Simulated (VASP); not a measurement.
A run of VASP 6.6.1 is set up as follows.

The input INCAR:

```
SYSTEM = C
  PREC = Accurate
  ENCUT = 520
  EDIFF = 1E-7
  ISMEAR = 0
  SIGMA = 0.02
  LREAL = .FALSE.
  LASPH = .TRUE.
  NELM = 80
  ALGO = Fast
  ISIF = 2
  LWAVE = .FALSE.
  LCHARG = .FALSE.
  GGA = PE
```

KPOINTS

```
regular mesh
0
G
  12 12 12
  0 0 0
```

Contents of POSCAR:

```
C
1.0
    0.0000000000      1.7833700000      1.7833700000
    1.7833700000      0.0000000000      1.7833700000
    1.7833700000      1.7833700000      0.0000000000
C
2
Direct
    0.0000000000      0.0000000000      0.0000000000
    0.2500000000      0.2500000000      0.2500000000
```

File KPOINTS_OPT:

```
path GXWKGLUWLK,UX
20
line-mode
reciprocal
 0.0000000000  0.0000000000  0.0000000000  G
 0.5000000000  0.0000000000  0.5000000000  X

 0.5000000000  0.0000000000  0.5000000000  X
 0.5000000000  0.2500000000  0.7500000000  W

 0.5000000000  0.2500000000  0.7500000000  W
 0.3750000000  0.3750000000  0.7500000000  K

 0.3750000000  0.3750000000  0.7500000000  K
 0.0000000000  0.0000000000  0.0000000000  G

 0.0000000000  0.0000000000  0.0000000000  G
 0.5000000000  0.5000000000  0.5000000000  L

 0.5000000000  0.5000000000  0.5000000000  L
 0.6250000000  0.2500000000  0.6250000000  U

 0.6250000000  0.2500000000  0.6250000000  U
 0.5000000000  0.2500000000  0.7500000000  W

 0.5000000000  0.2500000000  0.7500000000  W
 0.5000000000  0.5000000000  0.5000000000  L

 0.5000000000  0.5000000000  0.5000000000  L
 0.3750000000  0.3750000000  0.7500000000  K

 0.6250000000  0.2500000000  0.6250000000  U
 0.5000000000  0.0000000000  0.5000000000  X
```

Potentials or basis: VASP PAW PBE potentials, release 64 (C).

The run is started by

```sh
$ cat potpaw_PBE.64/C/POTCAR > POTCAR
$ mpirun -np 1 vasp_std > vasp.out
```

Problem. What does it give for the band gap on the k mesh?

Solution. 4.15 eV, indirect (least direct gap 5.59 eV).

Problem. Predict the pressure.

Solution. 2.5 GPa.

Levels at the corners of the path, in eV from the valence-band top:
| point | band 1 | band 2 | band 3 | band 4 | band 5 | band 6 | band 7 | band 8 |
| --- | --- | --- | --- | --- | --- | --- | --- | --- |
| Γ | -21.48 | 0.00 | 0.00 | 0.00 | 5.59 | 5.59 | 5.59 | 13.33 |
| X | -12.76 | -12.76 | -6.30 | -6.30 | 4.76 | 4.76 | 16.81 | 16.81 |
| X | -12.76 | -12.76 | -6.30 | -6.30 | 4.76 | 4.76 | 16.81 | 16.81 |
| W | -11.97 | -11.97 | -8.32 | -8.32 | 10.62 | 10.62 | 12.32 | 12.32 |
| W | -11.97 | -11.97 | -8.32 | -8.32 | 10.62 | 10.62 | 12.32 | 12.32 |
| K | -12.98 | -11.73 | -9.32 | -5.36 | 5.68 | 10.75 | 14.37 | 15.63 |
| K | -12.98 | -11.73 | -9.32 | -5.36 | 5.68 | 10.75 | 14.37 | 15.63 |
| Γ | -21.48 | 0.00 | 0.00 | 0.00 | 5.59 | 5.59 | 5.59 | 13.33 |
| Γ | -21.48 | 0.00 | 0.00 | 0.00 | 5.59 | 5.59 | 5.59 | 13.33 |
| L | -15.70 | -13.37 | -2.80 | -2.80 | 8.46 | 8.46 | 8.85 | 15.70 |
| L | -15.70 | -13.37 | -2.80 | -2.80 | 8.46 | 8.46 | 8.85 | 15.70 |
| U | -12.98 | -11.73 | -9.32 | -5.36 | 5.68 | 10.75 | 14.37 | 15.63 |
| U | -12.98 | -11.73 | -9.32 | -5.36 | 5.68 | 10.75 | 14.37 | 15.63 |
| W | -11.97 | -11.97 | -8.32 | -8.32 | 10.62 | 10.62 | 12.32 | 12.32 |
| W | -11.97 | -11.97 | -8.32 | -8.32 | 10.62 | 10.62 | 12.32 | 12.32 |
| L | -15.70 | -13.37 | -2.80 | -2.80 | 8.46 | 8.46 | 8.85 | 15.70 |
| L | -15.70 | -13.37 | -2.80 | -2.80 | 8.46 | 8.46 | 8.85 | 15.70 |
| K | -12.98 | -11.73 | -9.32 | -5.36 | 5.68 | 10.75 | 14.37 | 15.63 |
| U | -12.98 | -11.73 | -9.32 | -5.36 | 5.68 | 10.75 | 14.37 | 15.63 |
| X | -12.76 | -12.76 | -6.30 | -6.30 | 4.76 | 4.76 | 16.81 | 16.81 |
